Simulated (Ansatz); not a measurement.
**Pd in Ansatz: the effect of functional**

The system is Pd.

```
Pd
1.0
     0.00000    1.98468    1.98468
     1.98468    0.00000    1.98468
     1.98468    1.98468    0.00000
Pd
1
Direct
  0.00000 0.00000 0.00000
```

The cell isn't the ideal one: volume scaled by 1.06.

Alike in all runs:

```yaml
Program: Ansatz 0.2.0
Task: single point
Potentials_or_basis: Ansatz PAW
k_mesh: 12 × 12 × 12
Occupations: fermi-dirac, width 0.05 eV
Spin: no spin polarisation
```

```csv
functional,cutoff,pressure (GPa)
LDA,420 eV (not typed: the program's choice for these potentials),-17.4
r2SCAN,500 eV (not typed: the program's choice for these potentials),-7.7
PBE,420 eV (not typed: the program's choice for these potentials),?
```

**Question.** What does the run with functional PBE give?

**Answer.** Pressure -3.3 GPa.

Caveats: the PAW data sets come from PBE, with cores solved anew for the run's functional, which leaves a small shift of forces and pressure (some runs).
